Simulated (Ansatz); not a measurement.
Input and command of a calculation in Ansatz (plane waves; scalar-relativistic PAW potentials unless the input names others):

```yaml
crystal:
  lattice:
    - [-1.5764743774, -2.7305337185, 0.0]
    - [1.5764743774, -2.7305337185, 0.0]
    - [0.7882371887, -3.1856226716, 17.9896049492]
  atoms:
    - { symbol: Mo, position: [0.7222109095, 0.3055272737, 0.8333672715] }
    - { symbol: Mo, position: [0.2777664651, 0.1944161626, 0.1667006048] }
    - { symbol: Mo, position: [0.4999886873, 0.2499717182, 0.5000339382] }
    - { symbol: S, position: [0.8043636245, 0.5109090613, 0.5869091264] }
    - { symbol: S, position: [0.0265858467, -0.4335353831, 0.9202424598] }
    - { symbol: S, position: [0.5821414023, 0.4553535058, 0.2535757931] }
    - { symbol: S, position: [0.8623087993, 0.6557719983, 0.4130736021] }
    - { symbol: S, position: [0.0845310215, -0.2886724462, 0.7464069354] }
    - { symbol: S, position: [0.6400865771, 0.6002164427, 0.0797402687] }
basis:
  ecutwfc: 420
kpoints:
  mp_grid: { grid: [10, 10, 2] }
hamiltonian:
  xc: pbe
  dispersion: d3bj
scf:
  occupations: { method: gaussian, width: 0.05 }
  mixing: { algorithm: anderson, beta: 0.5 }
output:
  forces: true
  eigenvalues: true
  stress: true
```

```bash
ansatz run input.yaml --threads 2 --pin off --max-ram 5120MiB --backend cpu --events-out ev --progress --plain --runs-dir out
```

Abridged log:
```
Warning: crystal.symmetry: narrowed to the stabiliser of the k-point mesh — unitary ops 2 → 1; excluded 1 operation that carries a point of the 10×10×2 mesh (shift [0, 0, 0]) off the mesh (the run samples exactly the mesh kpoints.mp_grid names, as under crystal.symmetry.detect: false, and its converged state has the mesh's symmetry, not the crystal's; ε∞, the Born charges and the force constants of a linear response (`dielectric:` by the response, `phonons.method: dfpt`) are averaged over those of the crystal's operations that the state keeps within a tolerance, where `mesh_tensors`, `unaverag ...
Pseudopotentials: kind: paw
Pseudopotential: Mo, paw, valence charge 14, recommended cutoff 420 eV (normal)
Pseudopotential: S, paw, valence charge 6, recommended cutoff 420 eV (normal)
Functional definition: PBE
Crystal: 9 atoms, lattice volume = 154.877 Å³
Basis set: ecut = 420 eV, 3001 PW (Γ), exchange–correlation on 48×48×250 points (8 copies of the dense FFT grid, shifted against one another)
Bands: 48, of which v1, the nominal top of the filled ones, is band 39 counted from 1 (38 counted from 0)
Symmetry: 1 space group operations
k-points: 104 of 200 (time reversal used)
Initial density: superposition of atomic densities (neutral atoms: chi_scale 0, normalization atom), corrected by the library's trained network
Initial wavefunctions: pseudopotential atomic-orbital guess
Functional: x = pbe(κ = 0.804, μ = 0.21951497), c = pbe(β = 0.06672455)
SCF iter   1: F=—  HF=-20292.015056 eV  |F-HF|=—  |Δ(HF+E_count)|=         —  Δρ=5.72e-3  dr2=1.81e-2  ethr=1.77e-3  ⟨swp⟩=7.6  Hψ=20042  notcnv=0
SCF iter   2: F=—  HF=-20292.026577 eV  |F-HF|=—  |Δ(HF+E_count)|=   1.15e-2  Δρ=3.25e-3  dr2=4.39e-3  ethr=2.33e-5  ⟨swp⟩=2.1  Hψ=8807  notcnv=0  defer=12  κ⁻¹=1.0e0(r=1)
SCF iter   3: F=—  HF=-20292.032167 eV  |F-HF|=—  |Δ(HF+E_count)|=   5.59e-3  Δρ=1.45e-3  dr2=1.15e-3  ethr=5.62e-6  ⟨swp⟩=2.4  Hψ=7499  notcnv=0  defer=5  κ⁻¹=1.3e-1(r=2)
automatic band count: iteration 3 solves 47 bands in place of 48: the levels show a gap, and the empty bands left out lie too high to hold charge; the band table lists the bands solved (type scf.n_extra_bands for more)
SCF iter   4: F=—  HF=-20292.033603 eV  |F-HF|=—  |Δ(HF+E_count)|=   1.44e-3  Δρ=1.82e-4  dr2=4.28e-5  ethr=1.47e-6  ⟨swp⟩=2.0  Hψ=6941  notcnv=0  defer=5  κ⁻¹=3.8e-3(r=3)
SCF iter   5: F=—  HF=-20292.033386 eV  |F-HF|=—  |Δ(HF+E_count)|=   2.17e-4  Δρ=9.68e-5  dr2=1.29e-5  ethr=5.49e-8  ⟨swp⟩=2.5  Hψ=8409  notcnv=0  defer=5  κ⁻¹=1.9e-4(r=4)
SCF iter   6: F=—  HF=-20292.033395 eV  |F-HF|=—  |Δ(HF+E_count)|=   9.22e-6  Δρ=2.79e-5  dr2=1.21e-6  ethr=1.66e-8  ⟨swp⟩=2.0  Hψ=7095  notcnv=0  defer=12  κ⁻¹=3.4e-6(r=5)
SCF iter   7: F=—  HF=-20292.033396 eV  |F-HF|=—  |Δ(HF+E_count)|=   5.50e-7  Δρ=1.02e-5  dr2=1.28e-7  ethr=1.55e-9  ⟨swp⟩=2.0  Hψ=7026  notcnv=0  defer=13  κ⁻¹=6.1e-7(r=6)
SCF iter   8: F=-20292.033396 eV  HF=-20292.033396 eV  |F-HF|=2.81e-8  |Δ(HF+E_count)|=   8.27e-8  Δρ=6.01e-6  dr2=3.53e-8  ethr=1.28e-10  ⟨swp⟩=8.0  Hψ=17915  notcnv=0
SCF 1 converged in 8 iterations: F = -20292.033396 eV  dr2 = 3.53e-8
SCF converged after 8 iterations
Stability not checked: this state was not tested for a lower state beside it, because the mixer in use, unlike msr1, does not test its closes by its own steps (another_mixer; see scf.mixing.algorithm and scf.lower_state_search)
Free energy (F): -20292.033396 eV
Harris-Foulkes:  -20292.033396 eV  (|F-HF|=2.81e-8)
Internal energy: -20292.033396 eV  (E = F + TS)
E sigma→0 (E₀):  -20292.033396 eV
Fermi energy:    12.057207 eV
  E_disp       = -3.962605  (pairwise vdW)
--- Forces (eV/Å), atoms counted from 1 ---
  atom   1  Mo    -0.02803465    -0.01618963    -0.04669915
  atom   2  Mo     0.03197449     0.01845502     0.03100068
  atom   3  Mo     0.00013692     0.00007628     0.00233180
  atom   4  S      0.00000740     0.00000678    -0.00206700
  atom   5  S     -0.18929682    -0.10928665    -0.28266258
  atom   6  S     -0.00575390    -0.00331893     0.00783770
  atom   7  S     -0.00003367    -0.00001965    -0.00023531
  atom   8  S     -0.00236498    -0.00136451    -0.00216475
  atom   9  S      0.19336715     0.11164241     0.29265148
--- Stress (GPa, compression-positive) ---
        0.122667       0.118562       0.737194
        0.118562      -0.014239       0.425639
        0.737194       0.425639       1.150598
  P = ⅓ Tr σ = 0.4197 GPa (4.197 kbar)
```

Apart from outputs and empty bands, the input differs from a reference run on usual settings in scf.mixing.algorithm: not typed → "anderson"; scf.mixing.beta: not typed → 0.5. The reference, at the same geometry (not necessarily relaxed), gave pressure 0.42 GPa, largest force 0.368 eV/Å, gap on the mesh 0.74 eV. This run converged in 8 SCF iterations (reference: 7) with an energy at zero smearing within 0.01 meV/atom of the reference's, pressure 0.42 GPa, largest force 0.368 eV/Å, gap on the mesh 0.74 eV.

It took 15 s on 2 threads of Intel(R) Xeon(R) 6975P-C (Granite Rapids) (shared host), peak memory 0.8 GiB.